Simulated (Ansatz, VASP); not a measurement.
**Two plane-wave programs on SiMo3**

File INCAR:

```
SYSTEM = SiMo3
ALGO     = Normal         ! electronic algorithm
EDIFF    = 1E-6           ! SCF threshold, eV
EDIFFG   = -0.04          ! ionic threshold
ENCUT    = 600            ! plane-wave cutoff, eV
GGA      = PE             ! functional
IBRION   = 2              ! ionic algorithm
ISIF     = 3              ! what is computed and relaxed
ISMEAR   = 0              ! smearing method
LASPH    = .TRUE.         ! aspherical terms in the spheres
LCHARG   = .FALSE.        ! write CHGCAR
LREAL    = .FALSE.        ! projectors in reciprocal space
LWAVE    = .FALSE.        ! write WAVECAR
NELM     = 80             ! most SCF steps
NSW      = 90             ! ionic steps
PREC     = Accurate       ! precision mode
SIGMA    = 0.1            ! smearing width, eV
```

File KPOINTS:

```
k-points
0
G
  4 4 4
  0 0 0
```

File POSCAR:

```
SiMo3
1.0
    0.0000000000      3.3755307100      3.3755307100
    3.3755307100      0.0000000000      3.3755307100
    3.3755307100      3.3755307100      0.0000000000
Si Mo
1 3
Direct
    0.0000000000      0.0000000000      0.0000000000
    0.7500000000      0.7500000000      0.7500000000
    0.2500000000      0.2500000000      0.2500000000
    0.5000000000      0.5000000000      0.5000000000
```

Input for Ansatz:

```yaml
crystal:
  lattice:
    - [0.0, 3.37553071, 3.37553071]
    - [3.37553071, 0.0, 3.37553071]
    - [3.37553071, 3.37553071, 0.0]
  atoms:
    - { symbol: Si, position: [0.0, 0.0, 0.0] }
    - { symbol: Mo, position: [0.75, 0.75, 0.75] }
    - { symbol: Mo, position: [0.25, 0.25, 0.25] }
    - { symbol: Mo, position: [0.5, 0.5, 0.5] }
basis:
  ecutwfc: 420
kpoints:
  mp_grid: { grid: [4, 4, 4] }
hamiltonian:
  xc: pbe
scf:
  occupations: { method: gaussian, width: 0.1 }
  lower_state_search: "off"
output:
  forces: true
  stress: true
  eigenvalues: true
relax:
  adjacent_minimum: "off"
  f_tol: 0.04
  max_steps: 70
  cell: { stress_tol: 0.4 }
```

Alike in both runs: task relaxation of cell and atoms; functional PBE; k mesh 4 × 4 × 4; occupations gaussian, width 0.1 eV; no spin polarisation.

|  | VASP | Ansatz |
| --- | --- | --- |
| version | VASP 6.6.1 | Ansatz 0.2.0 |
| potentials or method | VASP PAW PBE potentials, release 64 (Si, Mo_sv) | scalar-relativistic, plane waves, PAW |
| plane-wave cutoff (eV) | 600 | 420 |
| valence electrons in the cell | 46 | 46 |

Ansatz gave:

* gap on the k mesh at the Fermi level, each at its own relaxed structure (eV): none
* relaxed volume (Å³/atom): 14.89
* relaxed cell length with the largest relative difference (Å): 4.383
* energy change over the relaxation (meV/atom): -594

Which values does VASP return?

gap on the k mesh at the Fermi level, each at its own relaxed structure (eV): none; relaxed volume (Å³/atom): 14.91; relaxed cell length with the largest relative difference (Å): 4.385; energy change over the relaxation (meV/atom): -588.

A gap of «none» marks a metal or a gap that the smearing closes.

Caveats: the k mesh is coarse (spacing up to 0.40 Å⁻¹), so the values aren't converged; the volume moved by over 15 % at a fixed basis, so the end points are rough (VASP).
